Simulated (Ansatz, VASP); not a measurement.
## Two plane-wave programs on Hf2C

```
CELL_PARAMETERS angstrom
4.22824 0.00000 0.00000
-2.11412 3.66177 0.00000
0.00000 0.00000 3.15204
ATOMIC_POSITIONS crystal
Hf 0.33333 0.66667 0.50000
Hf 0.66667 0.33333 0.50000
C 0.00000 0.00000 0.00000
```

Change from the starting cell: species swapped into the EuHg2 type (P6/mmm, No. 191).

Alike in both runs: task relaxation of cell and atoms; functional PBE; k mesh 6 × 6 × 6; occupations gaussian, width 0.1 eV; no spin polarisation.

|  | VASP | Ansatz |
| --- | --- | --- |
| version | VASP 6.6.1 | Ansatz 0.2.0 |
| potentials or method | VASP PAW PBE potentials, release 64 (Hf_pv, C) | scalar-relativistic, plane waves, PAW |
| plane-wave cutoff (eV) | 600 | 420 |
| valence electrons in the cell | 24 | 56 |

```tsv
	VASP	Ansatz	Ansatz less VASP
gap on the k mesh at the Fermi level, each at its own relaxed structure (eV)	none	none	-
relaxed volume (Å³/atom)	17.10	17.18	+0.073
relaxed cell length with the largest relative difference (Å)	4.637	4.645	+0.0076
energy change over the relaxation (meV/atom)	-359	-372	-12.4
```

A gap of «none» marks a metal or a gap that the smearing closes. The two sets of potentials don't hold the same shells in valence.

Spin-orbit coupling is left out, which matters for the levels of Hf.
